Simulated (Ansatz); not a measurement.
**Mg in Ansatz: convergence with n extra bands**

Input of the first run (n extra bands 1); the others differ in this setting and in those tied to it:

input.yaml

```yaml
crystal:
  lattice:
    - [3.2093, 0.0, 0.0]
    - [-1.60465, 2.7793353284, 0.0]
    - [0.0, 0.0, 5.2103]
  atoms:
    - { symbol: Mg, position: [0.641949, 0.313691, 0.751407] }
    - { symbol: Mg, position: [0.351953, 0.682967, 0.234027] }
kpoints:
  mp_grid: { grid: [6, 6, 3] }
scf:
  occupations: { method: fermi_dirac, width: 0.05 }
  n_extra_bands: 1
hamiltonian:
  xc: pbesol
  pseudopotentials: { kind: all_electron, lapw: { basis_error: 0.001 } }
output:
  forces: true
  stress: true
  eigenvalues: true
```

Potentials or basis: all-electron LAPW, scalar-relativistic.

Launch:

```bash
$ ansatz run input.yaml --threads 1 --pin off --max-ram 3072MiB --backend cpu --events-out ev --progress --plain --runs-dir out
```

The cell isn't the ideal one: atoms moved at random, drawn with an rms of 0.1 Å.

Hardware: 1 thread of Intel(R) Xeon(R) Processor @ 2.50GHz (Skylake/Cascade Lake) (shared host).

| n extra bands | energy less the tightest run, at zero smearing (meV/atom) | SCF cycles | CPU time (s) | peak memory (GiB) |
| --- | --- | --- | --- | --- |
| 1 | 0.00 | 6 | 6.4 | 0.24 |
| 2 | 0.01 | 6 | 6.6 | 0.24 |
| 4 | 0.00 | 6 | 7.5 | 0.24 |
| 8 | 0.00 | 6 | 8 | 0.25 |
| 16 | 0.00 | 6 | 11 | 0.26 |
| 32 | 0.00 | 6 | 19 | 0.3 |

Against the tightest run, the energy stays within 1 meV/atom from 1 on. The tightest run that finished is the yardstick and may itself not be fully converged.

Caveat, for the tightest run too: the k mesh is coarse (spacing up to 0.40 Å⁻¹), so the values aren't converged; the k mesh is thin for a metal, which can move the energy by tens of meV per atom.
